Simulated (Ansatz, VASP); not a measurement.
GaP in VASP and in Ansatz

INCAR

```
PREC     = Accurate       # precision mode
ENCUT    = 630            # plane-wave cutoff, eV
EDIFF    = 1E-6           # SCF threshold, eV
ISMEAR   = -1             # smearing method
SIGMA    = 0.05           # smearing width, eV
LREAL    = F              # projectors in reciprocal space
LASPH    = T              # aspherical terms in the spheres
NELM     = 80             # most SCF steps
ALGO     = Fast           # electronic algorithm
ISIF     = 3              # what is computed and relaxed
LWAVE    = F              # write WAVECAR
LCHARG   = F              # write CHGCAR
GGA      = PE             # functional
IBRION   = 2              # ionic algorithm
NSW      = 60             # ionic steps
EDIFFG   = -0.005         # ionic threshold
```

The input KPOINTS:

```
Automatic mesh
0
Gamma
  8 8 8
```

Contents of POSCAR:

```
GaP
1.0
    0.0000000000      2.7252500000      2.7252500000
    2.7252500000      0.0000000000      2.7252500000
    2.7252500000      2.7252500000      0.0000000000
Ga P
1 1
Direct
    0.0000000000      0.0000000000      0.0000000000
    0.7500000000      0.7500000000      0.7500000000
```

input.yaml

```yaml
crystal:
  lattice:
    - [0.0, 2.72525, 2.72525]
    - [2.72525, 0.0, 2.72525]
    - [2.72525, 2.72525, 0.0]
  atoms:
    - { symbol: Ga, position: [0.0, 0.0, 0.0] }
    - { symbol: P, position: [0.75, 0.75, 0.75] }
hamiltonian:
  xc: pbe
  pseudopotentials: { kind: paw }
kpoints:
  mp_grid: { grid: [8, 8, 8] }
scf:
  occupations: { method: fermi_dirac, width: 0.05 }
output:
  forces: true
  stress: true
  write_density: true
  write_potential: true
  elf: true
  volumetric_format: npy
relax:
  f_tol: 0.01
  max_steps: 40
  cell: { stress_tol: 0.05 }
```

Alike in both runs: task relaxation of cell and atoms; functional PBE; k mesh 8 × 8 × 8; occupations fermi-dirac, width 0.05 eV; no spin polarisation.

```csv
,VASP,Ansatz
version,VASP 6.6.1,Ansatz 0.2.0
potentials or method,"VASP PAW PBE potentials, release 64 (Ga_d_GW, P_GW)",Ansatz PAW
plane-wave cutoff (eV),630,420
valence electrons in the cell,18,18
```

```csv
,VASP,Ansatz,Ansatz less VASP
"gap on the k mesh at the Fermi level, each at its own relaxed structure (eV)",1.59,1.58,-0.008
relaxed volume (Å³/atom),20.79,20.85,+0.061
relaxed cell length with the largest relative difference (Å),3.889,3.893,+0.0038
energy change over the relaxation (meV/atom),-4,-5,-0.8
```

Caveats: the plane-wave basis is chosen anew once the cell has moved, so the energies of steps on either side of that aren't comparable (Ansatz). A k mesh can miss the band edges. Expect the measured gap to be larger: semilocal functionals such as PBE lack the derivative discontinuity. Zero-point motion and thermal expansion aren't in these numbers.
